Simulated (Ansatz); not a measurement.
Ionic part of the dielectric constant of NaF at 3.7 GPa, mode by mode

Method: DFT r2SCAN+D3(BJ), scalar-relativistic, plane waves, PAW (Ansatz). Plane waves to 500 eV; Γ-centred k mesh 8×8×8; fixed occupations. No spin polarisation. Phonons by linear response, acoustic sum rule imposed.

It takes space group Pm-3m (No. 221, cubic). Conventional cell: a = 2.724 Å, b = 2.724 Å, c = 2.724 Å, α = 90.00°, β = 90.00°, γ = 90.00°. Na (site symmetry m-3m) has 8 F at 2.36 Å as nearest neighbours. F (site symmetry m-3m) has 8 Na at 2.36 Å as nearest neighbours.

The cell is the ideal cubic caesium chloride prototype; this isn't the usual structure of the compound.

The primitive cell has V = 20.21 Å³ and ε∞,xx = 1.910. Each polar mode adds Δε = (4.92064×10⁷/V)·S/ν² along x, with S its oscillator strength in e²/amu, ν in cm⁻¹ and V in Å³.

Problem. From these modes, find each Δε and ε0,xx.
```csv
ν (cm⁻¹),S_xx (e²/amu)
238.9,0.1008
```

Solution.
```csv
ν (cm⁻¹),Δε
238.9,4.30
```

The sum is 4.301, so ε0,xx = 6.21; the run's tensor has 6.21.

Problem. Where do the longitudinal modes lie for a wave vector along x?

Solution. At 431 cm⁻¹. The Lyddane–Sachs–Teller product Π(ν_LO/ν_TO)² = 3.25 matches ε0/ε∞ = 3.25.

Cost: 1 run of about 1.2 core-minutes, on Intel Xeon Processor @ 2.50GHz (Skylake/Cascade Lake) (shared hosts).